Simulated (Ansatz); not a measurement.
**AlRu: a tetragonal deformation path**

An exercise on one series of results from a longer session: the logs are not shown, and one member is left open.

Computed with Ansatz 0.2.0 (DFT PBEsol, scalar-relativistic, plane waves, PAW, unless a step's input says otherwise).

### The structure to begin with

Symmetry: Pm-3m, No. 221, cubic system. The conventional cell has a = 2.992 Å, b = 2.992 Å, c = 2.992 Å, α = 90.00°, β = 90.00°, γ = 90.00°. Around Al (site symmetry m-3m) lie 8 Ru at 2.59 Å. Around Ru (site symmetry m-3m) lie 8 Al at 2.59 Å.

As a file:

```cif
data_structure
_symmetry_space_group_name_H-M 'P 1'
_symmetry_Int_Tables_number 1
_cell_length_a 2.9916
_cell_length_b 2.9916
_cell_length_c 2.9916
_cell_angle_alpha 90.000
_cell_angle_beta 90.000
_cell_angle_gamma 90.000
_cell_volume 26.77
loop_
_atom_site_label
_atom_site_type_symbol
_atom_site_fract_x
_atom_site_fract_y
_atom_site_fract_z
_atom_site_occupancy
Al1 Al 0.00000 0.00000 0.00000 1
Ru1 Ru 0.50000 0.50000 0.50000 1
```

The cell is taken as given, not relaxed at this level.

Set-up of the first run:

The input, input.yaml:

```yaml
crystal:
  lattice:
    - [2.9916, 0.0, 0.0]
    - [0.0, 2.9916, 0.0]
    - [0.0, 0.0, 2.9916]
  atoms:
    - { symbol: Al, position: [0.0, 0.0, 0.0] }
    - { symbol: Ru, position: [0.5, 0.5, 0.5] }
basis:
  ecutwfc: 420
kpoints:
  mp_grid: { grid: [18, 18, 18] }
hamiltonian:
  xc: pbesol
scf:
  occupations: { method: gaussian, width: 0.15 }
output:
  forces: true
  stress: true
  eigenvalues: true
  write_density: true
  write_potential: true
  elf: true
  volumetric_format: npy
```

Command:

```bash
> ansatz run input.yaml --threads 1 --pin off --max-ram 2560MiB --backend cpu --events-out ev --progress --plain --runs-dir out
```

Steps of the session up to this table: The undisturbed cell; ρ = 0.707; ρ = 1.414; ρ = 0.850; ρ = 1.200; Point ρ = 0.780; ρ = 1.300; At ρ = 0.920; At ρ = 1.100; At ρ = 0.650; At ρ = 1.500; At ρ = 0.960; Point ρ = 1.050.

One table of the session follows, with a row left open; its other results are not shown here.

It belongs to the step «The scan collected». The scan, with free energies counted from the undisturbed cell:

```
    ρ  ΔE (meV/atom)  pressure (GPa)
0.650         1147.8            29.4
0.707          731.9            17.1
0.780              ?               ?
0.850          148.2             0.4
0.920           35.8            -2.4
0.960            8.3            -3.1
1.000            0.0            -3.3
1.050           11.3            -3.0
1.100           41.8            -2.4
1.200          143.8            -0.1
1.300          250.0             2.6
1.414          344.6             5.0
1.500          430.6             6.9
```

Q: Estimate the row for ρ = 0.780 from the others.

Worked estimate for «ΔE (meV/atom)». A straight line through the neighbours (0.707, 731.9) and (0.850, 148.2) gives 731.9 + (148.2 − 731.9) × (0.780 − 0.707) / (0.850 − 0.707) = 433.9; a parabola fitted to 4 rows on both sides gives 365.5.

The run gave: ΔE (meV/atom): 371.9; pressure (GPa): 6.3. In «ΔE (meV/atom)» the line misses by +62.0 and the parabola by -6.4.
